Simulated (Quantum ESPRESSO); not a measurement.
Runs of Quantum ESPRESSO 7.5 on HfO2. Symmetry: Fm-3m, No. 225, cubic system. The conventional cell has a = 5.115 Å, b = 5.115 Å, c = 5.115 Å, α = 90.00°, β = 90.00°, γ = 90.00°. Hf (site symmetry m-3m) is surrounded by 8 O at 2.21 Å. O (site symmetry -43m) is surrounded by 4 Hf at 2.21 Å. Measurements of this composition are mostly on another form, of space group No. 14.

```csv
cell,gap on the mesh (eV)
volume scaled by 0.88,3.97
volume scaled by 0.96,3.75
volume scaled by 1.08,3.44
volume scaled by 1.04,(a)
volume scaled by 0.92,(b)
as given,3.64
```

Alike in all rows: task single point; level PBEsol; potentials or basis PseudoDojo 0.4.1 SR PBEsol standard; no spin polarisation; k mesh 4 × 4 × 4; cutoff (eV) 1143; smearing fixed; the mesh is coarse, so values aren't converged.

Problem. Estimate the missing entries.

Solution. (a) 3.54; (b) 3.85.

Caveats: all runs use coarse meshes; spin-orbit coupling is left out, which moves the levels of the heavy elements.

A k mesh can miss the band edges, and the runs leave out spin-orbit coupling on Hf.
